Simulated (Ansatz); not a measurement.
A single-point calculation of rocksalt AlN with the PAW code Ansatz, at the level PBE. The cell was relaxed with r2SCAN and then strained (epitaxial -2.0 % in the plane normal to [111], free normal strain +0.29 %), with the atoms relaxed again with r2SCAN; k points keep the names of the unstrained zone.

```yaml
crystal:
  lattice:
    - [0.0307724523, 2.0092635354, 2.0092635354]
    - [2.0092635354, 0.0307724523, 2.0092635354]
    - [2.0092635354, 2.0092635354, 0.0307724523]
  atoms:
    - { symbol: Al, position: [0.0, 0.0, 0.0] }
    - { symbol: "N", position: [0.5, 0.5, 0.5] }
kpoints:
  mp_grid: { grid: [10, 10, 10] }
  band_path:
    path:
      - [0.0, 0.0, 0.0]
      - [0.5, 0.0, 0.5]
      - [0.625, 0.25, 0.625]
      - [0.375, 0.375, 0.75]
      - [0.5, 0.5, 0.5]
      - [0.5, 0.25, 0.75]
      - [0.0, 0.5, 0.5]
    npoints: 1
hamiltonian:
  xc: pbe
scf:
  occupations: { method: fermi_dirac, width: 0.02 }
  n_extra_bands: 4
output:
  forces: true
  stress: true
  eigenvalues: true
```

The output follows, shortened, with numbered blanks.
```
scf.n_extra_bands = 4 over 4 filled bands (N_el = 8.0): the run solves 8 bands
Functional definition: PBE
Crystal: 2 atoms, lattice volume = 15.851 Å³
Basis set: ecut = 420 eV, 325 PW (Γ)
[1]
SCF converged after 6 iterations
Free energy (F): -923.852051 eV
[2]
--- Stress (GPa, compression-positive) ---
[3]
--- Band table (eV; the first three rows and the last of 116) ---
[4]
```

The rows of the band table are 0: (0, 0, 0) = Γ, 1: (0, 0, 0.100), 2: (0, 0, 0.200), 115: (-1/2, -1/2, -1/2) = L.

Task: Give the withheld lines. They hold the stress, the Fermi energy and the band table, the symmetry found.

Result:
```
[1]
Symmetry: 12 space group operations
Space group: R-3m (ITA 166)
[2]
Fermi energy:    14.317008 eV
[3]
       17.654022      -5.245513      -5.245513
       -5.245513      17.654022      -5.245513
       -5.245513      -5.245513      17.654022
  P = ⅓ Tr σ = 17.6540 GPa (176.540 kbar)
[4]
  k-point 0: bands = [-6.0832, 11.6094, 11.9507, 11.9507, 18.0793, 23.6424, 24.3184, 24.3184]
  k-point 1: bands = [-5.8677, 10.8843, 11.5293, 11.8113, 18.6531, 23.2979, 24.0819, 24.6190]
  k-point 2: bands = [-5.2399, 8.7064, 11.2038, 11.4741, 19.1282, 22.9433, 24.4593, 24.7947]
  k-point 115: bands = [-2.7858, 3.1017, 10.8446, 10.8446, 18.5746, 23.5810, 23.5810, 25.5067]
```
Only the leading digits can be foreseen; the rest is this run's record.

The PBE gap is indirect, 4.74 eV (Γ to X), below the direct gap of 6.13 eV at Γ. The gap is the least over the mesh and the extra points. With the atoms held, the mean pressure is +17.65 GPa (compression positive).

Command: `ansatz run input.yaml --threads 2 --pin off --max-ram 29491MiB --backend cpu --events-out ev --progress --plain --runs-dir out`. It took 0.74 s on 2 threads of AMD EPYC 7R13 Processor (Zen 3), with other jobs on the host, load about 0.7 per core; peak host memory 0.4 GiB.

All values are calculated for a non-magnetic cell, which may be hypothetical.
